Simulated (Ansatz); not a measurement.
Runs of Ansatz 0.2.0 on TaN. It takes space group P6_3/mmc (No. 194, hexagonal). Conventional cell: a = 2.922 Å, b = 2.922 Å, c = 5.917 Å, α = 90.00°, β = 90.00°, γ = 120.00°. Ta (site symmetry -3m) has 6 N at 2.24 Å as nearest neighbours. N (site symmetry -6m2) has 6 Ta at 2.24 Å as nearest neighbours. The cell comes from a database or a generator and needn't be the stable form of this composition.

```tsv
task	level	spin	cell	k mesh	cutoff (eV)	points for each segment of the path	target pressure (GPa)	gap on the mesh (eV)	pressure (GPa)	relaxed volume (Å³/atom)
band structure	PBEsol	SOC, no magnetisation	as given	7 × 7 × 4	420	14	-	none	-10.6	-
relaxation of cell and atoms	LDA	off	relaxed to 30 GPa	7 × 7 × 4	420	-	30	none	30.0	-
relaxation of cell and atoms	revPBE	off	relaxed	10 × 10 × 5	420	-	-	none	0.0	(a)
relaxation of cell and atoms	RPBE	off	relaxed	10 × 10 × 5	420	-	-	none	0.0	(b)
band structure	PBEsol	off	as given	10 × 10 × 5	420	14	-	none	-10.4	-
band structure	r2SCAN	SOC, no magnetisation	as given	7 × 7 × 4	500	14	-	none	-6.2	-
relaxation of cell and atoms	PBEsol	off	relaxed	10 × 10 × 5	420	-	-	none	0.0	(c)
band structure	BLYP	off	as given	10 × 10 × 5	420	14	-	none	9.9	-
band structure	revPBE	off	as given	10 × 10 × 5	420	14	-	none	2.3	-
band structure	r2SCAN	off	as given	7 × 7 × 4	500	14	-	none	-6.0	-
band structure	LDA	SOC, no magnetisation	as given	7 × 7 × 4	420	14	-	none	-17.1	-
relaxation of cell and atoms	LDA	off	relaxed to 20 GPa	7 × 7 × 4	420	-	20	none	20.0	-
```

Alike in all rows: potentials or basis Ansatz PAW; smearing fermi-dirac 0.05 eV.

Problem. Fill in the values left out.

Solution. (a) 11.01; (b) 11.06; (c) 10.60.

Caveats: the PAW data sets come from PBE, with cores solved anew for the run's functional, which leaves a small shift of forces and pressure; the plane-wave basis is chosen anew once the cell has moved, so the energies of steps on either side of that aren't comparable (some runs); spin-orbit coupling is left out, which moves the levels of the heavy elements (some runs); so large a pressure means that the cell lies far from this level's equilibrium, or that cutoff or potentials fall short (some runs).

A k mesh can miss the band edges, and rows without SOC leave out spin-orbit coupling on Ta.

A gap of «none» marks a metal or a gap under the smearing width.
